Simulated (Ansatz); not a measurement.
Ge: relaxation of cell and atoms with PBEsol

Ge:

```
CELL_PARAMETERS angstrom
-2.57449 2.57449 1.39741
2.57449 -2.57449 1.39741
2.57449 2.57449 -1.39741
ATOMIC_POSITIONS crystal
Ge 0.50000 0.50000 0.00000
Ge 0.25000 0.75000 0.50000
```

This isn't the form of Ge at room conditions, which is diamond.

```
Program               : Ansatz 0.2.0
Task                  : relaxation of cell and atoms
Functional            : PBEsol
Potentials or basis   : Ansatz PAW
Cutoff                : 420 eV (not typed: the program's choice for these potentials)
k mesh                : 11 × 11 × 11
Occupations           : fermi-dirac, width 0.05 eV
Spin                  : no spin polarisation
Target pressure       : 30 GPa
Target pressure (GPa) : 30
```

The relaxed volume is 14.66 Å³/atom and the relaxed cell is a = 3.611 Å, b = 3.611 Å, c = 3.611 Å, α = 97.31°, β = 97.31°, γ = 138.21°. The space group after relaxing (to 0.05 Å) is I4_1/amd (No. 141) and the energy change on relaxing (the enthalpy is what falls) is +280.1 meV/atom. The ionic steps are 6 and the pressure after relaxing is 30.0 GPa. The band gap on the k mesh is none (metal or under the smearing width).

The path:
```
step  energy change (eV)  largest force (eV/Å)  volume (Å³)
   1              0.0000                0.0000        37.05
   2              0.1836                0.0000        32.10
   3              0.7872                0.0000        28.24
   4              0.5322                0.0000        29.47
   5              0.5582                0.0000        29.32
   6              0.5602                0.0000        29.32
```

Final structure:
```
Ge
1.0
    -2.38577    2.38577    1.28795
     2.38577   -2.38577    1.28795
     2.38577    2.38577   -1.28795
Ge
2
Direct
  0.50000 0.50000 0.00000
  0.25000 0.75000 0.50000
```

Levels at points of the mesh, in eV from the Fermi level:
| k point | band 12 | band 13 | band 14 | band 15 | band 16 | band 17 |
| --- | --- | --- | --- | --- | --- | --- |
| (0.00, 0.00, 0.00) | -3.38 | -3.20 | -3.20 | 2.56 | 9.13 | 9.13 |

It took 11 s on 2 threads of Intel(R) Xeon(R) 6975P-C (Granite Rapids) (shared host), peak memory 0.4 GiB.

Caveat: the volume moved by over 15 % at a fixed basis, so the end points are rough; the plane-wave basis is chosen anew once the cell has moved, so the energies of steps on either side of that aren't comparable; the PAW data sets come from PBE, with cores solved anew for the run's functional, which leaves a small shift of forces and pressure.
